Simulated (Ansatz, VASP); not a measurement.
Mo: VASP beside Ansatz

```
Mo
1.0
    -1.58381    1.58381    1.58381
     1.58381   -1.58381    1.58381
     1.58381    1.58381   -1.58381
Mo
1
Direct
  0.00000 0.00000 0.00000
```

Alike in both runs: task single point; functional PBEsol; k mesh 12 × 12 × 12; occupations fermi-dirac, width 0.05 eV; no spin polarisation.

|  | VASP | Ansatz |
| --- | --- | --- |
| version | VASP 6.6.1 | Ansatz 0.2.0 |
| potentials or method | VASP PAW PBE potentials, release 64 (Mo_sv), cutoff 520 eV | all-electron LAPW, scalar-relativistic |

|  | VASP | Ansatz | Ansatz less VASP |
| --- | --- | --- | --- |
| gap on the k mesh at the Fermi level (eV) | none | none | - |
| pressure (GPa) | -9.1 | -9.6 | -0.46 |

A gap of «none» marks a metal or a gap that the smearing closes. Ansatz ran all-electron here, so the differences hold the error of VASP's frozen core and of both bases.

Caveats: the PAW data sets were made with another functional, which shifts forces and pressure a little (VASP).
